Q: By Bader's count, silicon in SiO₂ has lost more than three electrons. Yet its Vzz, the largest principal field gradient at the nucleus, is the smallest in the table. Why doesn't a large charge make a large gradient?

First silicon site of each crystal, labelled by multiplicity and symmetry, in Ansatz 0.2.0 with PBEsol, scalar-relativistic, no spin polarization, fixed geometry. Field gradients are from all-electron PAW, Bader charges from frozen-core PAW, and p electrons are Löwdin populations. Vzz is the principal value of largest size; asymmetry is (Vxx − Vyy)/Vzz.

```
compound  space group  site of Si                    cell  nearest neighbour  distance (Å)  first-shell neighbours  Vzz (1e21 V/m^2)  asymmetry  Bader charge (e)  outer p electrons (e)
   TiSi2           70        16:2     measured cell (COD)                 Ti          2.54                      10             -3.36       0.28             -0.55                   2.79
    SiNi           59       2:mm2  Materials Project cell                 Ni          2.34                      10             -3.09       0.65              0.46                   2.89
   Si2Mo          139       4:4mm     measured cell (COD)                 Si          2.61                      10             -1.14       0.00             -0.04                   2.69
    HfSi          194      2:-6m2        relaxed with PAW                 Hf          2.70                       6             -1.03       0.00             -1.33                   3.05
    SiO2          122        4:-4     measured cell (COD)                  O          1.62                       4             -0.61       0.00              3.28                   1.52
     SiC          186        2:3m     measured cell (COD)                  C          1.87                       4              1.61       0.00              2.76                   2.03
```

A: Because a gradient measures how unevenly charge is arranged around the nucleus, and the amount doesn't matter if the arrangement is even. Four equal neighbours at the corners of a regular tetrahedron cancel, however strongly charged they are. Silicon's own p electrons cancel too when the three p orbitals are equally filled.

Q: Then the number of p electrons shouldn't decide it either.

A: Not by itself: HfSi has the most p electrons and a small gradient. What counts is the imbalance Δ, the p population along the principal axis minus the average of the two across it. With ⟨r⁻³⟩, the mean inverse cube of the electron's distance from the nucleus, theory gives for the p shell's own part, in atomic units

Vzz = −(4/5) ⟨r⁻³⟩ Δ

For a silicon 3p electron ⟨r⁻³⟩ is roughly 2, a recalled value, so a whole electron of imbalance would give about −16 in the table's units.

Q: How much imbalance do these crystals need?

A: Between about 0.04 electron in SiO₂ and 0.2 in TiSi₂, which is 2 to 8 percent of the p electrons. These figures are Vzz converted as if the p shell supplied all of it, not populations measured separately, since the calculation doesn't print the three p orbitals one by one. They show how small a distortion of the p shell is enough.

Q: Can I get the imbalance from the neighbours?

A: Try the simplest rule: each bond direction holds an equal share of the p electrons. If θ is the angle between a bond and the axis, and n the number of outer p electrons, then

Δ = n (3⟨cos²θ⟩ − 1)/2

The average runs over the first shell, and Δ vanishes when it equals 1/3. In HfSi six Hf atoms form a prism around silicon, and the cell with the standard positions gives 0.376. So Δ = 3.05 × (3 × 0.376 − 1)/2 ≈ 0.20 electron, and Vzz ≈ −16 × 0.20 ≈ −3.

Q: The table has −1.03.

A: The sign is right and the size is three times too large. Si₂Mo behaves alike: two of its ten neighbours sit on the axis and tip the balance towards it, but the rule overshoots nearly fourfold. One possible reason is that six or ten bonds have only three p orbitals to share, so extra bonds along one direction needn't bring electrons in proportion. That is untested, and TiSi₂, which also has ten neighbours, shows no such overshoot when all its bonds count equally. No parameter was fitted to any row; the printed output below gives the other estimates.

Q: And SiO₂?

A: Its tetrahedron is regular within the rounding of the bond length, so the rule gives practically zero. So a small gradient is expected. The low p population helps too: in the rough conversion the imbalance is 2.6 percent of the p electrons, much as in HfSi (2.2) and Si₂Mo (2.7), but SiO₂ has only about half as many of them. The −0.61 itself must come from something the rule omits, such as more distant atoms or bond electrons that lie off the straight line from silicon to oxygen, and these data don't separate them. Unequal bonds are ruled out, since the site symmetry makes all four alike.

Q: SiC has four neighbours too, but its gradient is larger and positive.

A: Positive means too few p electrons along the axis. The cell and the nearest distance allow two shapes: one long bond on the axis, or one short one. The rule gives a positive gradient only for the long bond, about 1.94 Å against 1.87 Å for the other three. The computed stress favours that shape, because the crystal wants to shrink along the axis and expand across it.

Q: So is a positive gradient typical of Si–C bonds?

A: This row can't tell you. The atoms still feel forces of 0.75 eV/Å, so they are not at rest, and a shift of a few hundredths of an ångström could reverse the sign in this rule. Even with the long bond the rule gives only 0.46, where the table has 1.61. A weaker hold of the long bond on its p electrons might supply the rest, but that is a guess.

Q: TiSi₂ and Si₂Mo both have ten neighbours. Why is one gradient three times the other?

A: The shells differ. In Si₂Mo the ten distances are almost equal, while in TiSi₂ four neighbours are near 2.54 Å and six near 2.75 Å. Ten equal bonds would give TiSi₂ about the right size, but an asymmetry (the difference between the two smaller principal values, divided by Vzz) of 0.83 where the table has 0.28.

Q: What if only the four short bonds count?

A: The asymmetry comes closer, at 0.40, but the gradient becomes seven times too large and its axis turns to another direction of the crystal. How the short and long bonds share the p electrons is unknown. With ten equal bonds the rule even makes the gradient of Si₂Mo the larger of the two, so the factor of three remains unexplained. In both crystals the atoms also still feel forces, so their positions are not relaxed.

Q: And SiNi, which is nearly as large?

A: Its symmetry lets all three directions differ, which permits an asymmetric gradient but doesn't set its size. It also leaves the heights of the atoms along one axis free, and these aren't printed, so I can't apply the rule. This is also not the structure NiSi normally takes, so don't carry the value over to ordinary NiSi. Nor should you rank SiNi against TiSi₂, or Si₂Mo against HfSi: each pair differs by about 10 percent, which the k mesh alone can change in a metal.

Q: How would I judge another silicon site?

A: Look at the bond angles before the charge. Bonds gathered towards one axis favour a negative gradient, and bonds flattened away from it a positive one. Use this for the sign, not the size, which the rule missed by a factor of about three to four in HfSi, Si₂Mo and SiC. Near a regular tetrahedron, get the atomic positions right first, because there even the sign depends on them.

The analysis program printed:

```
Size of gradient for an imbalance of one p electron, rough (1e21 V/m^2): 15.55
Imbalance of p electrons along the principal axis, rough:
    row    Vzz  imbalance_e  percent_of_p
  TiSi2  -3.36       0.2161         7.746
   SiNi  -3.09       0.1987         6.877
  Si2Mo  -1.14      0.07332         2.726
   HfSi  -1.03      0.06625         2.172
   SiO2  -0.61      0.03923         2.581
    SiC   1.61      -0.1036         5.101
Rank correlation of size of Vzz with size of Bader charge: -0.4857
Rank correlation of size of Vzz with number of p electrons: 0.3143
Ratio of Vzz, SiNi to Si2Mo: 2.711
Si2Mo, distance to the 2 neighbours on the axis (angstrom): 2.62
Si2Mo, distance to the 8 other neighbours (angstrom): 2.614
SiO2, mean squared cosine of bonds to the axis: 0.3342
HfSi, mean squared cosine of bonds to the axis: 0.3761
Si2Mo, mean squared cosine of bonds to the axis: 0.401
SiO2, Vzz from equal bonds (1e21 V/m^2): -0.03012
HfSi, Vzz from equal bonds (1e21 V/m^2): -3.044
Si2Mo, Vzz from equal bonds (1e21 V/m^2): -4.246
HfSi, ratio of model to computed Vzz: 2.956
Si2Mo, ratio of model to computed Vzz: 3.725
SiC, axial bond if the three side bonds are the shortest (angstrom): 1.938
SiC, Vzz from equal bonds in that case (1e21 V/m^2): 0.4627
SiC, side bonds if the axial bond is the shortest (angstrom): 1.893
SiC, Vzz from equal bonds in that case (1e21 V/m^2): -0.295
TiSi2, distance to the 4 short neighbours (angstrom): 2.537
TiSi2, distance to the 6 long neighbours, about (angstrom): 2.746
TiSi2, asymmetry from ten equal bonds: 0.8345
TiSi2, Vzz from ten equal bonds (1e21 V/m^2): -3.629
TiSi2, asymmetry from the 4 short bonds alone: 0.398
TiSi2, Vzz from the 4 short bonds alone (1e21 V/m^2): -24.21
```
